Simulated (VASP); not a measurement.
Set up this calculation in VASP 6.6.1, as the native input.

- Task: single point
- Functional: r2SCANh
- Potentials or basis: VASP PAW PBE potentials, release 64 (Be, Te)
- Cutoff: 520 eV
- k mesh: 3 × 3 × 3
- Occupations: gaussian, width 0.01 eV
- Spin: no spin polarisation
- Dipole correction: no
- Exchange at q = 0: truncated
- Grid for exact exchange (PRECFOCK): Normal
- Further INCAR settings: ALGO = Normal; EDIFF = 1e-06; NBANDS = 11

The system is BeTe.

```
Be Te
1.0
     0.00000    2.77000    2.77000
     2.77000    0.00000    2.77000
     2.77000    2.77000    0.00000
Be Te
1 1
Direct
  0.00000 0.00000 0.00000
  0.25000 0.25000 0.25000
```

These files were run (other wordings do the same):

POSCAR

```
BeTe
1.0
    0.0000000000      2.7700000000      2.7700000000
    2.7700000000      0.0000000000      2.7700000000
    2.7700000000      2.7700000000      0.0000000000
Be Te
1 1
Direct
    0.0000000000      0.0000000000      0.0000000000
    0.2500000000      0.2500000000      0.2500000000
```

INCAR.step1

```
ALGO = Normal
EDIFF = 1E-5
ENCUT = 520
GGA = PE
ISIF = 2
ISMEAR = 0
LASPH = T
LCHARG = F
LREAL = F
LWAVE = T
NBANDS = 11
NELM = 100
PREC = Accurate
SIGMA = 0.01
```

INCAR.step2

```
AEXX = 0.1
ALGO = Normal
EDIFF = 1E-6
ENCUT = 520
HFRCUT = -1
ISIF = 2
ISMEAR = 0
ISTART = 1
LASPH = T
LCHARG = F
LHFCALC = T
LMIXTAU = T
LREAL = F
LWAVE = F
METAGGA = R2SCAN
NBANDS = 11
NELM = 100
PREC = Accurate
PRECFOCK = Normal
SIGMA = 0.01
```

KPOINTS

```
k-points
0
Gamma
  3 3 3
```

Potentials or basis: VASP PAW PBE potentials, release 64 (Be, Te).

Run with:

```bash
$ cat potpaw_PBE.64/Be/POTCAR potpaw_PBE.64/Te/POTCAR > POTCAR
$ cp INCAR.step1 INCAR
$ mpirun -np 1 vasp_std > vasp.out
$ cp INCAR.step2 INCAR
$ mpirun -np 1 vasp_std > vasp.out
```

It gave:

```yaml
Pressure: 5.8 GPa
Band_gap_on_the_k_mesh: 3.04 eV, indirect (least direct gap 4.54 eV)
```

Caveat: the k mesh is coarse (spacing up to 0.65 Å⁻¹), so the values aren't converged, least of all with exact exchange; the PAW data sets were made with another functional, which shifts forces and pressure a little; spin-orbit coupling is left out, which moves the levels of the heavy elements; an odd mesh through Γ misses points on the zone boundary, where band edges often lie.

It took 46 s on 1 thread of Intel(R) Xeon(R) Platinum 8488C (Sapphire Rapids), with other jobs on the host, peak memory 0.17 GiB.
